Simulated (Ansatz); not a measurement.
KCl, NiAs type, relaxed with r2SCAN, was run in Ansatz 0.2.0 under altered settings. All numbers are computed, without spin polarisation but where a row says otherwise.

```
CELL_PARAMETERS angstrom
4.34008 0.00000 0.00000
-2.17004 3.75862 0.00000
0.00000 0.00000 7.63597
ATOMIC_POSITIONS crystal
K 0.00000 0.00000 0.00000
K 0.00000 0.00000 0.50000
Cl 0.33333 0.66667 0.25000
Cl 0.66667 0.33333 0.75000
```

The base run's other keys:
```yaml
kpoints:
  mp_grid: { grid: [6, 6, 2] }
hamiltonian:
  xc: hse06
scf:
  occupations: { method: fixed }
  n_extra_bands: 5
```

It takes 10 iterations with 2443 plane waves at 420 eV and 14 k points, and leaves a mean stress of +0.49 GPa. The gap over this mesh is 6.435 eV. It ran on 4 threads of Arm Neoverse N1 (shared host).

Outcomes, with energy and stress as changes against the base:
```
                               setting    outcome  ΔF (meV/atom)  Δ mean stress (GPa)  gap on the mesh (eV)  iterations  wall time
               hamiltonian.xc: lc_wpbe  converged              –                 -0.1                11.849          11       35 s
PBE hybrid, exx coeff 0.15, unscreened  converged              –                 +0.1                 6.349           9       26 s
```
A dash marks a value that wasn't obtained or can't be compared. Stress is positive in compression. The base took 27 s. The base's mesh is coarse for a hybrid, so its own values aren't converged.

- hamiltonian.xc: lc_wpbe. The mean stress moves by -0.1 GPa and the gap on the mesh by +5.413 eV (to 11.849). It's another functional on the same cell, so totals aren't comparable.
- PBE hybrid, exx coeff 0.15, unscreened. That is 15 % exact exchange, at all ranges, against HSE06's 25 % screened at 0.208 1/Å. The mean stress moves by +0.1 GPa and the gap on the mesh by -0.087 eV (to 6.349). Totals of different functionals aren't comparable.

The stress of a hybrid is loosely converged in these runs.

The meshes of the hybrids are coarse, so their gaps aren't converged to the digits shown.
